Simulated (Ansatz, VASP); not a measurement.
**Two plane-wave programs on KF**

```
K F
1.0
     0.00000    2.67185    2.67185
     2.67185    0.00000    2.67185
     2.67185    2.67185    0.00000
K F
1 1
Direct
  0.00000 0.00000 0.00000
  0.50000 0.50000 0.50000
```

Alike in both runs: task single point; functional PBE; k mesh 10 × 10 × 10; occupations gaussian, width 0.05 eV; no spin polarisation.

|  | VASP | Ansatz |
| --- | --- | --- |
| version | VASP 6.6.1 | Ansatz 0.2.0 |
| potentials or method | VASP PAW PBE potentials, release 64 (K_sv, F) | scalar-relativistic, plane waves, PAW |
| plane-wave cutoff (eV) | 520 | 420 |
| valence electrons in the cell | 16 | 16 |

Ansatz gave:

```
gap on the k mesh at the Fermi level (eV) : 6.18
pressure (GPa)                            : 1.4
```

Problem. Estimate VASP's values.

Solution. gap on the k mesh at the Fermi level (eV): 6.17; pressure (GPa): 1.4.

The functional is the same, so the differences come from potentials, cutoffs and numerics.

A k mesh can miss the band edges. As with any semilocal functional, this PBE gap is likely too small.
